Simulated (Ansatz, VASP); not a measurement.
## Au in VASP and in Ansatz

```
Au
1.0
     0.00000    2.03500    2.03500
     2.03500    0.00000    2.03500
     2.03500    2.03500    0.00000
Au
1
Direct
  0.00000 0.00000 0.00000
```

Alike in both runs: task relaxation of cell and atoms; functional PBE0; k mesh 6 × 6 × 6; occupations fermi-dirac, width 0.05 eV; no spin polarisation.

```csv
,VASP,Ansatz
version,VASP 6.6.1,Ansatz 0.2.0
potentials or method,"VASP PAW PBE potentials, release 64 (Au)",Ansatz PAW
plane-wave cutoff (eV),600,420
valence electrons in the cell,11,19
```

```tsv
	VASP	Ansatz	Ansatz less VASP
gap on the k mesh at the Fermi level, each at its own relaxed structure (eV)	none	none	-
relaxed volume (Å³/atom)	17.73	17.74	+0.013
relaxed cell length with the largest relative difference (Å)	2.927	2.928	+0.0007
energy change over the relaxation (meV/atom)	-22	-23	-0.7
```

A gap of «none» marks a metal or a gap that the smearing closes. The two sets of potentials don't hold the same shells in valence.

Caveats: the k mesh is coarse (spacing up to 0.45 Å⁻¹), so the values aren't converged, least of all with exact exchange; the PAW data sets were made with another functional, which shifts forces and pressure a little (VASP); the plane-wave basis is chosen anew once the cell has moved, so the energies of steps on either side of that aren't comparable (Ansatz); the PAW data sets come from PBE, with cores solved anew for the run's functional, which leaves a small shift of forces and pressure (Ansatz). Spin-orbit coupling is left out, which matters for the levels of Au. Zero-point motion and thermal expansion aren't in these numbers.
